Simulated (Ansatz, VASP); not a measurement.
Si in VASP and in Ansatz

Contents of INCAR:

```
PREC = Accurate
ENCUT = 520
EDIFF = 1E-6
ISMEAR = 0
SIGMA = 0.05
LREAL = False
LASPH = True
NELM = 100
ALGO = Normal
ISIF = 2
LWAVE = False
LCHARG = False
GGA = CA
NBANDS = 11
```

The input KPOINTS:

```
Automatic mesh
0
Gamma
  12 12 12
```

The input POSCAR:

```
Si
1.0
    0.0000000000      2.8763508721      2.7953269038
    2.4307190468      0.0000000000      2.7953269038
    2.4307190468      2.8763508721      0.0000000000
Si
2
Direct
    0.5000000000      0.5000000000      0.5000000000
    0.7500000000      0.7500000000      0.7500000000
```

Input for Ansatz:

```yaml
crystal:
  lattice:
    - [0.0, 2.8763508721, 2.7953269038]
    - [2.4307190468, 0.0, 2.7953269038]
    - [2.4307190468, 2.8763508721, 0.0]
  atoms:
    - { symbol: Si, position: [0.5, 0.5, 0.5] }
    - { symbol: Si, position: [0.75, 0.75, 0.75] }
basis:
  ecutwfc: 420
kpoints:
  mp_grid: { grid: [12, 12, 12] }
hamiltonian:
  xc: lda
  pseudopotentials: { kind: paw, azcp: { folder: soft_1 } }
scf:
  occupations: { method: gaussian, width: 0.05 }
output:
  forces: true
  stress: true
  eigenvalues: true
```

Change from the starting cell: strain +e along x and -e along y -0.0825, strain +e along z and -e/2 along x and y +0.0350.

Alike in both runs: task single point; functional LDA; k mesh 12 × 12 × 12; occupations gaussian, width 0.05 eV; no spin polarisation.

```csv
,VASP,Ansatz
version,VASP 6.6.1,Ansatz 0.2.0
potentials or method,"VASP PAW LDA potentials, release 64 (Si)","scalar-relativistic, plane waves, PAW"
plane-wave cutoff (eV),520,420
valence electrons in the cell,8,8
```

|  | VASP | Ansatz | Ansatz less VASP |
| --- | --- | --- | --- |
| gap on the k mesh at the Fermi level (eV) | none | none | - |
| pressure (GPa) | -0.3 | -0.3 | -0.05 |
| largest component of the traceless stress (GPa) | 6.54 | 6.55 | +0.006 |

A gap of «none» marks a metal or a gap that the smearing closes. Ansatz warned: «pseudo_functional_mismatch».
